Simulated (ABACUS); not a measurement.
# CdSe (Cadmoselite) in ABACUS: the effect of functional

Crystal: CdSe (Cadmoselite).

```
Cd Se
1.0
     4.38434    0.00000    0.00000
    -2.19217    3.79695    0.00000
     0.00000    0.00000    7.15768
Cd Se
2 2
Cartesian
  2.1922 1.2656 3.5788
  0.0000 2.5313 0.0000
  2.1922 1.2656 6.3345
  0.0000 2.5313 2.7557
```

The cell isn't the ideal one: volume scaled by 1.06.

Alike in all runs:

* Program: ABACUS 3.10.1
* Task: equation of state
* Potentials or basis: PseudoDojo NC SR 0.4.1 PBE standard
* Cutoff: 1401 eV
* Density cutoff: 5606 eV
* Basis: DZP LCAO (the cutoffs set its grid)
* k mesh: 5 × 5 × 3
* Occupations: fermi-dirac, width 0.05 eV
* Spin: no spin polarisation

| functional | gap on the mesh (eV) | pressure (GPa) | largest force (eV/Å) |
| --- | --- | --- | --- |
| LDA | 0.49 | -4.1 | 0.25 |
| PBE | 0.74 | 0.5 | 0.28 |
| PBEsol | 0.64 | -2.1 | 0.26 |
| PW91 | 0.70 | 0.3 | 0.27 |
| AM05 | ? | ? | ? |

Question: What does the run with functional AM05 give?

Answer: gap on the mesh 0.70 eV; pressure -1.5 GPa; largest force 0.25 eV/Å.

Caveats: the atomic orbitals were generated for these runs and aren't a published set; the basis of atomic orbitals isn't converged, which shifts pressures, moduli and gaps; the potentials were made for another functional, which shifts forces and pressure (some runs).

